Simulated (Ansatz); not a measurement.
# Convergence notes, G0W0 on BaTe (Fm-3m)

BaTe (Fm-3m) from a database of computed structures, relaxed with r2SCAN; one-shot G0W0 in Ansatz without spin-orbit coupling. Calculated for a static, non-magnetic cell.

```
Ba Te
1.0
     0.00000    3.53339    3.53339
     3.53339    0.00000    3.53339
     3.53339    3.53339    0.00000
Ba Te
1 1
Direct
  0.00000 0.00000 0.00000
  0.50000 0.50000 0.50000
```

Gaps are read over the mesh points alone. G0W0 here is at a finite number of bands, screening cutoff and k mesh, not at the basis limit.
```csv
start,potentials,frequency model,mesh,empty bands,screening cutoff (eV),Kohn-Sham gap (eV),G0W0 gap (eV)
PBE,PAW,contour deformation,4×4×4,263,120,1.65,2.65
PBE,PAW,contour deformation,4×4×4,653,220,1.65,2.73
PBE,PAW,contour deformation,4×4×4,1200,300,1.65,2.75
HSE06,PAW,contour deformation,4×4×4,653,220,2.35,3.09
r2SCAN,PAW,contour deformation,4×4×4,653,220,2.00,2.95
PBE0,PAW,contour deformation,4×4×4,653,220,3.00,3.30
PBE,PAW,Godby-Needs pole,4×4×4,653,220,1.65,2.67
PBE,PAW,contour deformation,6×6×6,143,80,1.66,2.57
PBE,norm-conserving,contour deformation,4×4×4,653,220,1.65,2.70
```

G0W0 moves the gap on the mesh from 1.65 eV (PBE) to 2.75 eV (Γ to X). Renormalisation factors Z lie between 0.74 and 0.79.

Raising bands and cutoff together moves the gap by +0.08 eV (120 to 220 eV), then +0.02 eV (220 to 300 eV); the last step is small, which bounds nothing strictly. Starting from HSE06 (2.35 eV against PBE's 1.65 eV) gives 3.09 eV, +0.36 eV from G0W0@PBE at the same screening cutoff. Starting from r2SCAN (2.00 eV against PBE's 1.65 eV) gives 2.95 eV, +0.22 eV from G0W0@PBE at the same screening cutoff. Starting from PBE0 (3.00 eV against PBE's 1.65 eV) gives 3.30 eV, +0.57 eV from G0W0@PBE at the same screening cutoff. The Godby-Needs plasmon pole differs from contour deformation by -0.06 eV. Norm-conserving potentials (wave cutoff 1120 eV against 420 eV) shift the quasiparticle gap by -0.03 eV and the PBE gap by 0.00 eV. r2SCAN runs take a wave cutoff of 500 eV.

The program warns that the k mesh is coarse for exact exchange in some of these runs, so their gaps aren't converged.
